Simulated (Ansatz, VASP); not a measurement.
**MgO in VASP and in Ansatz**

File INCAR:

```
SYSTEM = MgO
PREC = Accurate ; ENCUT = 520
EDIFF = 1E-7 ; ISMEAR = 0
SIGMA = 0.05 ; LREAL = .False.
LASPH = .True. ; NELM = 100
ALGO = Normal ; ISIF = 2
LWAVE = .False. ; LCHARG = .False.
GGA = PS ; NBANDS = 16
```

The input KPOINTS:

```
regular mesh
0
Gamma
  9 9 6
  0 0 0
```

File POSCAR:

```
MgO
1.0
    3.4947663863      0.0000000000      0.0000000000
   -1.7473831932      3.0265564708      0.0000000000
    0.0000000000      0.0000000000      4.1947132299
Mg O
2 2
Direct
    0.6868215855      0.3736431710      0.7500000000
    0.3131784145      0.6263568290      0.2500000000
    0.6518268271      0.3036536542      0.2500000000
    0.3481731729      0.6963463458      0.7500000000
```

Input for Ansatz:

```yaml
crystal:
  lattice:
    - [3.4947663863, 0.0, 0.0]
    - [-1.7473831932, 3.0265564708, 0.0]
    - [0.0, 0.0, 4.1947132299]
  atoms:
    - { symbol: Mg, position: [0.6868215855, 0.373643171, 0.75] }
    - { symbol: Mg, position: [0.3131784145, 0.626356829, 0.25] }
    - { symbol: O, position: [0.6518268271, 0.3036536542, 0.25] }
    - { symbol: O, position: [0.3481731729, 0.6963463458, 0.75] }
basis:
  ecutwfc: 520.0
kpoints:
  mp_grid: { grid: [9, 9, 6] }
hamiltonian:
  xc: pbesol
  pseudopotentials: { kind: paw, azcp: { folder: soft_1 } }
scf:
  occupations: { method: gaussian, width: 0.05 }
output:
  forces: true
  stress: true
  eigenvalues: true
```

Change from the starting cell: mode 5 frozen in at +0.122 Å, strain +e along z and -e/2 along x and y +0.0000.

Alike in both runs: task single point; functional PBEsol; k mesh 9 × 9 × 6; occupations gaussian, width 0.05 eV; no spin polarisation.

```csv
,VASP,Ansatz
version,VASP 6.6.1,Ansatz 0.2.0
potentials or method,"VASP PAW PBE potentials, release 64 (Mg, O)","scalar-relativistic, plane waves, PAW"
plane-wave cutoff (eV),520,520
valence electrons in the cell,16,32
```

```tsv
	VASP	Ansatz	Ansatz less VASP
gap on the k mesh at the Fermi level (eV)	3.17	3.18	+0.009
least direct gap on the mesh (eV)	3.17	3.18	+0.009
pressure (GPa)	-0.3	0.1	+0.42
largest component of the traceless stress (GPa)	1.99	2.00	+0.010
rms of the force components (eV/Å)	0.374	0.370	-0.0040
```

Atom by atom the forces differ by 0.004 eV/Å (rms over components). The functional is the same, so the differences come from potentials, cutoffs and numerics. The two sets of potentials don't hold the same shells in valence. Ansatz warned: «pseudo_functional_mismatch».

Caveats: the PAW data sets were made with another functional, which shifts forces and pressure a little (VASP).
